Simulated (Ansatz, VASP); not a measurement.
## One calculation of HfO2, two programs

File INCAR:

```
ALGO = Normal
EDIFF = 1E-6
ENCUT = 520
GGA = PE
ISIF = 2
ISMEAR = 0
LASPH = True
LCHARG = False
LREAL = False
LWAVE = False
NBANDS = 18
NELM = 100
PREC = Accurate
SIGMA = 0.05
```

Contents of KPOINTS:

```
k-points
0
Gamma
  8 8 8
```

The input POSCAR:

```
HfO2
1.0
    0.0000000000      2.5575000000      2.5575000000
    2.5575000000      0.0000000000      2.5575000000
    2.5575000000      2.5575000000      0.0000000000
Hf O
1 2
Direct
    0.0000000000      0.0000000000      0.0000000000
    0.2330689071      0.2330689071      0.2330689071
    0.7669310929      0.7669310929      0.7669310929
```

Input for Ansatz:

```yaml
crystal:
  lattice:
    - [0.0, 2.5575, 2.5575]
    - [2.5575, 0.0, 2.5575]
    - [2.5575, 2.5575, 0.0]
  atoms:
    - { symbol: Hf, position: [0.0, 0.0, 0.0] }
    - { symbol: O, position: [0.2330689071, 0.2330689071, 0.2330689071] }
    - { symbol: O, position: [0.7669310929, 0.7669310929, 0.7669310929] }
basis:
  ecutwfc: 420
kpoints:
  mp_grid: { grid: [8, 8, 8] }
hamiltonian:
  xc: pbe
scf:
  occupations: { method: gaussian, width: 0.05 }
output:
  forces: true
  stress: true
  eigenvalues: true
```

Change from the starting cell: mode 7 (554.9 1/cm) frozen in, largest displacement -0.150 Å.

Alike in both runs: task single point; functional PBE; k mesh 8 × 8 × 8; occupations gaussian, width 0.05 eV; no spin polarisation.

```csv
,VASP,Ansatz
version,VASP 6.6.1,Ansatz 0.2.0
potentials or method,"VASP PAW PBE potentials, release 64 (Hf_pv, O)","scalar-relativistic, plane waves, PAW"
plane-wave cutoff (eV),520,420
valence electrons in the cell,22,38
```

VASP gave:

```
gap on the k mesh at the Fermi level (eV)       : 3.73
least direct gap on the mesh (eV)               : 3.79
pressure (GPa)                                  : -0.7
largest component of the traceless stress (GPa) : 5.33
rms of the force components (eV/Å)              : 1.536
```

Question: Estimate Ansatz's values.

Answer: gap on the k mesh at the Fermi level (eV): 3.74; least direct gap on the mesh (eV): 3.78; pressure (GPa): 2.7; largest component of the traceless stress (GPa): 5.80; rms of the force components (eV/Å): 1.556.

Atom by atom the forces differ by 0.019 eV/Å (rms over components). The functional is the same, so the differences come from potentials, cutoffs and numerics. The two sets of potentials don't hold the same shells in valence.

Caveats: spin-orbit coupling is left out, which moves the levels of the heavy elements; forces of over 1 eV/Å show positions far from the minimum, so gaps and moduli don't describe the material at rest. A k mesh can miss the band edges.
